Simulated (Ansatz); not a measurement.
TiAl3: what symmetry allows forces and stress to be

```
CELL_PARAMETERS angstrom
3.82118 0.03956 0.00000
0.03956 3.80425 0.00000
0.00000 0.00000 3.84432
ATOMIC_POSITIONS crystal
Ti 0.00000 0.00000 0.99866
Al 0.50000 0.50000 0.02513
Al 0.50000 0.00000 0.48948
Al 0.00000 0.50000 0.48673
```

These are results of DFT PBE, scalar-relativistic, plane waves, PAW (Ansatz 0.2.0), not measurements.

Plane waves to 420 eV, a k mesh through Γ of 10×10×10 on the computed 4-atom cell and Gaussian smearing (0.10 eV); no spin polarisation.

This distorted cell has space group P2, with 2 operations.

Question: Without a calculation: in which directions can each atom feel a force?

Answer: A force must be left unchanged by every operation that keeps its atom in place, so it lies in the space that those operations leave fixed. Atoms that the group maps onto each other feel forces of one size.
```tsv
atom	site symmetry	operations at the site	equivalent to atom	allowed force (Cartesian)
Ti1	2	2	1	along (0.00, 0.00, 1.00)
Al2	2	2	2	along (0.00, 0.00, 1.00)
Al3	2	2	3	along (0.00, 0.00, 1.00)
Al4	2	2	4	along (0.00, 0.00, 1.00)
```

That leaves 4 independent force components of 12, tied by 1 condition that the forces sum to zero, so 3 remain. A relaxation in this cell that keeps the symmetry moves the atoms in these directions alone.

Question: And the stress tensor?

Answer: It must be invariant under the point group, which leaves 4 independent components: yz, xz vanish.

Question: Do the computed values obey this?

Answer: Yes. Forces (eV/Å):
```
Ti1  0.000  0.000 -0.363
Al2  0.000  0.000 -1.280
Al3  0.000  0.000  0.772
Al4  0.000  0.000  0.870
```

Stress (GPa, compression positive, xx yy zz yz xz xy): 17.23 17.95 15.94 0.00 0.00 -2.53. The program imposes the same operations on density, forces and stress, so this confirms the analysis and is no independent test of the calculation.

This form isn't the usual stable structure of the compound.